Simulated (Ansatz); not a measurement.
# BeTe (F-43m) in Ansatz: a series of runs

The runs below take BeTe through single point, relaxation of cell and atoms, with PBE.

All numbers are computed with Ansatz 0.2.0; they aren't measurements. Logs are shortened: lines on timing, memory, paths and dates and some standing lists are left out, and cuts for length are marked.

**1. The structure**

Symmetry: F-43m, No. 216, cubic system. Conventional cell: a = 5.540 Å, b = 5.540 Å, c = 5.540 Å, α = 90.00°, β = 90.00°, γ = 90.00°. Te (site symmetry -43m) is surrounded by 4 Be at 2.40 Å. Be (site symmetry -43m) has 4 Te at 2.40 Å as nearest neighbours.

**2. Single point, PBE**

Contents of input.yaml:

```yaml
crystal:
  lattice:
    - [0.0, 2.77, 2.77]
    - [2.77, 0.0, 2.77]
    - [2.77, 2.77, 0.0]
  atoms:
    - { symbol: Te, position: [0.75, 0.75, 0.75] }
    - { symbol: Be, position: [0.0, 0.0, 0.0] }
hamiltonian:
  xc: pbe
  pseudopotentials: { kind: paw }
kpoints:
  mp_grid: { grid: [8, 8, 8] }
scf:
  occupations: { method: gaussian, width: 0.011 }
output:
  forces: true
  stress: true
  eigenvalues: true
```

Potentials or basis: Ansatz PAW.

Launch:

```
> ansatz run input.yaml --threads 2 --pin off --max-ram 5632MiB --backend cpu --events-out ev --progress --plain --runs-dir out
```

Output:

```text
Warning: RAYON_NUM_THREADS=2 ignored (pool sized by the plan → 2); use --threads N
Engine: ansatz 0.2.0, aarch64-unknown-linux-gnu
Pseudopotentials: kind: paw
Pseudopotential: Te, paw, valence charge 16, recommended cutoff 420 eV (normal), Te.paw.azcp
Pseudopotential: Be, paw, valence charge 2, recommended cutoff 420 eV (normal), Be.paw.azcp
Functional definition: PBE
  parameter kappa = 0.804
  parameter beta = 0.06672455060314922
  exchange = pbe_x(kappa = kappa, mu = beta*pi^2/3)
  correlation = pbe_c(beta = beta)
Crystal: 2 atoms, lattice volume = 42.508 Å³
Basis set: ecut = 420 eV, 869 PW (Γ), exchange–correlation on 54×54×54 points (8 copies of the dense FFT grid, shifted against one another)
Bands: 13, of which v1, the nominal top of the filled ones, is band 9 counted from 1 (8 counted from 0)
Symmetry: 24 space group operations
Space group: F-43m (ITA 216), of the structure as read, at distance tolerance 3.5e-5 Å
k-points: 29 of 512 (time reversal used)
Non-local potential: Te, projectors of the file, l = 0: 2, l = 1: 2, l = 2: 2, l = 3: 2
Non-local potential: Be, projectors of the file, l = 0: 2, l = 1: 2, l = 2: 1
PAW form: soft (Blöchl's): semilocal exchange-correlation on the pseudo side does not see the compensation charge
PAW one-centre angular grid: Te, 590 points (default); XC on 64 Gauss nodes
PAW one-centre angular grid: Be, 110 points (default); XC on 64 Gauss nodes
Initial density: superposition of atomic densities (neutral atoms: chi_scale 0, normalization atom), corrected by the library's trained network
Initial wavefunctions: pseudopotential atomic-orbital guess
Functional: x = pbe(κ = 0.804, μ = 0.2195149727645171), c = pbe(β = 0.06672455060314922)
SCF iter   1: F=—  HF=-7073.408091 eV  |F-HF|=—  |Δ(HF+E_count)|=         —  Δρ=5.69e-4  dr2=1.21e-4  ethr=1.77e-3  ⟨swp⟩=6.9  Hψ=2464  notcnv=0
preconditioner: auto → none  [insulator: Δε(μ)=1.864 eV  Ē_g=10.565 eV  σ=0.011 eV  W_gap=1.00  n_scr=14 (ndim 8)  ℏωp=16.1 eV  f_vac=0.007  D(μ)=0.00/eV (n_scr^D=0)  ε∞_Penn≈3.3]
SCF iter   2: F=—  HF=-7073.407961 eV  |F-HF|=—  |Δ(HF+E_count)|=   1.29e-4  Δρ=4.74e-4  dr2=1.48e-4  ethr=6.73e-7  ⟨swp⟩=2.1  Hψ=994  notcnv=0
SCF iter   3: F=—  HF=-7073.407919 eV  |F-HF|=—  |Δ(HF+E_count)|=   4.19e-5  Δρ=2.44e-4  dr2=2.98e-5  ethr=6.73e-7  ⟨swp⟩=2.2  Hψ=639  notcnv=0
SCF iter   4: F=—  HF=-7073.407950 eV  |F-HF|=—  |Δ(HF+E_count)|=   3.05e-5  Δρ=4.36e-5  dr2=9.49e-7  ethr=1.65e-7  ⟨swp⟩=2.0  Hψ=638  notcnv=0
SCF iter   5: F=—  HF=-7073.407950 eV  |F-HF|=—  |Δ(HF+E_count)|=   3.05e-7  Δρ=2.77e-5  dr2=5.08e-7  ethr=5.27e-9  ⟨swp⟩=2.3  Hψ=461  notcnv=0
SCF iter   6: F=—  HF=-7073.407950 eV  |F-HF|=—  |Δ(HF+E_count)|=   1.84e-7  Δρ=1.32e-5  dr2=1.10e-7  ethr=2.82e-9  ⟨swp⟩=2.0  Hψ=635  notcnv=0
SCF iter   7: F=-7073.407950 eV  HF=-7073.407950 eV  |F-HF|=1.32e-8  |Δ(HF+E_count)|=   5.11e-8  Δρ=4.38e-6  dr2=1.22e-8  ethr=5.56e-10  ⟨swp⟩=4.3  Hψ=1141  notcnv=0
SCF 1 converged in 7 iterations: F = -7073.407950 eV  dr2 = 1.22e-8
SCF converged after 7 iterations
Free energy (F): -7073.407950 eV
Harris-Foulkes:  -7073.407950 eV  (|F-HF|=1.32e-8)
Internal energy: -7073.407950 eV  (E = F + TS)
E sigma→0 (E₀):  -7073.407950 eV
Fermi energy:    9.024969 eV
--- Per-component energies (eV) ---
  E_band       = -258.284243
  E_kinetic    = 201.198472
  E_local      = -1327.248693  (includes V_loc(G=0)·N_el)
  E_nonlocal   = -304.903558
  E_hartree    = 840.255225
  E_xc         = -143.943455
  E_vxc        = -124.905287  (∫ρ·V_xc dr)
  E_paw        = -4722.849937  (= ΣΔE_a)
  E_vpaw       = -382.930642  (= ΣTr[D̂ρ^β])
  E_aug_tail   = -0.000212  (compensation charges beyond the density's cutoff)
  E_ewald      = -1615.915793
  E_smearing   = -0.000000  (= −TS)
  E_closure    = 0.000000  (closes the sum)
  Σ components = -7073.407950   (vs F -7073.407950, Δ=0.00e0)
--- Forces (eV/Å), atoms counted from 1 ---
  atom   1  Te    -0.00000000     0.00000000     0.00000000
  atom   2  Be    -0.00000000     0.00000000    -0.00000000
  max |Σ_I F_I| component: 3.54e-16 eV/Å
--- Stress (GPa, compression-positive) ---
        4.277143       0.000000      -0.000000
       -0.000000       4.277143       0.000000
       -0.000000       0.000000       4.277143
  P = ⅓ Tr σ = 4.2771 GPa (42.771 kbar)
--- Band table (eV; the first three rows and the last of 29) ---
  k-point 0: bands = ["-28.2473", "-28.2473", "-28.2473", "-28.2317", "-28.2317", "-4.5414", "8.0931", "8.0931", "8.0931", "11.6790", "11.6790", "11.6790", "12.2873"]
  k-point 1: bands = ["-28.2469", "-28.2467", "-28.2467", "-28.2317", "-28.2317", "-4.3831", "6.7163", "7.8362", "7.8362", "11.7243", "12.0487", "12.0487", "13.5110"]
  k-point 2: bands = ["-28.2461", "-28.2454", "-28.2454", "-28.2313", "-28.2313", "-3.9437", "4.6065", "7.3648", "7.3648", "11.5340", "12.6047", "12.6047", "15.3884"]
  k-point 28: bands = ["-28.2445", "-28.2438", "-28.2391", "-28.2327", "-28.2298", "-2.4924", "3.2972", "4.1376", "4.6506", "13.4243", "13.6324", "13.7721", "14.5002"]
```

Run time: 1.1 s. Hardware: 2 threads of Arm Neoverse V1, shared host; peak memory 0.29 GiB.

Results:

```
Free energy            : -7073.4079 eV
Pressure               : 4.3 GPa
Band gap on the k mesh : 1.86 eV, indirect (least direct gap 3.59 eV)
```

Caveat: spin-orbit coupling is left out, which moves the levels of the heavy elements.

**3. Relaxation of cell and atoms, PBE**

input.yaml, as its differences from that of step 2:

```diff
@@ -14,3 +14,3 @@
 scf:
-  occupations: { method: gaussian, width: 0.011 }
+  occupations: { method: fermi_dirac, width: 0.05 }
 output:
@@ -18,2 +18,5 @@
   stress: true
-  eigenvalues: true
+relax:
+  f_tol: 0.01
+  max_steps: 40
+  cell: { stress_tol: 0.05 }
```

Potentials or basis: Ansatz PAW.

Launch:

```
> ansatz run input.yaml --threads 2 --pin off --max-ram 5632MiB --backend cpu --events-out ev --progress --plain --runs-dir out
```

It took 4.4 s on 2 threads of Arm Neoverse V1, shared host; peak memory 0.31 GiB.

It converged, with:

```
Free energy                            : -7073.4448 eV
Relaxed volume                         : 22.71 Å³/atom
Relaxed cell                           : a = 4.005 Å, b = 4.005 Å, c = 4.005 Å, α = 60.00°, β = 60.00°, γ = 60.00°
Space group after relaxing (to 0.05 Å) : F-43m (No. 216)
Energy gained by relaxing              : 18.4 meV/atom
Ionic steps                            : 5
Pressure after relaxing                : 0.0 GPa
Band gap on the k mesh                 : 2.03 eV
```

The path:
| step | energy change (eV) | largest force (eV/Å) | volume (Å³) |
| --- | --- | --- | --- |
| 1 | 0.0000 | 0.0000 | 42.51 |
| 2 | -0.0333 | 0.0000 | 46.31 |
| 3 | -0.0363 | 0.0000 | 45.51 |
| 4 | -0.0364 | 0.0000 | 45.42 |
| 5 | -0.0368 | 0.0000 | 45.42 |

Final structure:
```
Te Be
1.0
     0.00000    2.83187    2.83187
     2.83187    0.00000    2.83187
     2.83187    2.83187    0.00000
Te Be
1 1
Direct
  0.75000 0.75000 0.75000
  0.00000 0.00000 0.00000
```

Caveat: the plane-wave basis is chosen anew once the cell has moved, so the energies of steps on either side of that aren't comparable; spin-orbit coupling is left out, which moves the levels of the heavy elements. PBE usually gives volumes a little too large and moduli too small.
